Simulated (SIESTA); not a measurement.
# BAs under changes of volume

One of the cells (13.626 Å³/atom); the others are scaled copies at fixed shape and fractional positions:

```xyz
2
Lattice="0.0000 2.3885 2.3885 2.3885 0.0000 2.3885 2.3885 2.3885 0.0000" Properties=species:S:1:pos:R:3 pbc="T T T"
As    3.5827    3.5827    3.5827
B     0.0000    0.0000    0.0000
```

```yaml
Program: SIESTA 5.4.2
Functional: AM05
Potentials_or_basis: PseudoDojo 0.4 standard (PBEsol files)
Basis: DZP (energy shift 0.003 Ry; two zetas on semicore shells)
Grid_cutoff: 500 Ry
Energy_shift: 0.003 Ry
k_mesh: 10 × 10 × 10
Occupations: fermi-dirac, width 0.05 eV
Spin: no spin polarisation
```

```csv
volume (Å³/atom),energy over the lowest point (meV/atom),pressure (GPa),gap on the mesh (eV)
12.809,28.61,10.6,1.22
13.081,13.68,7.0,1.24
13.354,4.33,4.0,1.26
13.626,0.00,1.1,1.28
13.899,0.27,-1.4,1.30
14.171,4.46,-3.5,1.32
14.444,?,?,?
```

Q: What does the run at 14.444 Å³/atom give?

A: Energy over the lowest point 12.33 meV/atom; pressure -5.7 GPa; gap on the mesh 1.34 eV.

Worked out: A Birch-Murnaghan fit of order 3 (a polynomial in V^(-2/3)) to the other rows has its minimum at 13.75 Å³/atom with B0 = V·E''(V) = 127 GPa and B' = 4.6. It gives 12.33 meV/atom at 14.444 Å³/atom, against the run's 12.33, and -dE/dV = -5.6 GPa, against -5.7. A straight line through the other rows of the gap, of slope 0.989 eV per unit of ln V, extrapolates to 1.34 eV, against the run's 1.34.

Energies are extrapolated to zero smearing.

Caveats: the potentials were made for another functional, which shifts forces and pressure; the basis of atomic orbitals isn't converged, which shifts pressures, moduli and gaps.

A mesh can miss the band edges. Spin-orbit coupling on As is left out.
